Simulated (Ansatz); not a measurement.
Crystal: TiSi2.

```
Ti Si
1.0
     0.00000    4.11752    4.26290
     2.38951    0.00000    4.26290
     2.38951    4.11752    0.00000
Ti Si
2 4
Direct
  0.75000 0.75000 0.75000
  0.50000 0.50000 0.50000
  0.41257 0.08743 0.41257
  0.08743 0.41257 0.08743
  0.16257 0.83743 0.16257
  0.83743 0.16257 0.83743
```

The cell is a database's computed one.

Base run:

* Program: Ansatz 0.2.0
* Functional: PBE
* Potentials or basis: Ansatz PAW
* Cutoff: 420 eV (not typed: the program's choice for these potentials)
* k mesh: 7 × 7 × 7
* Occupations: fermi-dirac, width 0.05 eV
* Spin: no spin polarisation
* Hubbard terms: Ti d U = 1 eV

Its results: band gap on the k mesh none (metal or under the smearing width); pressure 2.8 GPa; largest force 0.008 eV/Å.

Question: The run is repeated on the same cell with these changes: hubbard terms from Ti d U = 1 eV to Ti d U = 2 eV. What comes out?

Answer: Band gap on the k mesh none (metal or under the smearing width); pressure 3.6 GPa; largest force 0.038 eV/Å.

Caveats: U without spin polarisation on a metal has little footing; the U is typed as a test and isn't derived for this compound.
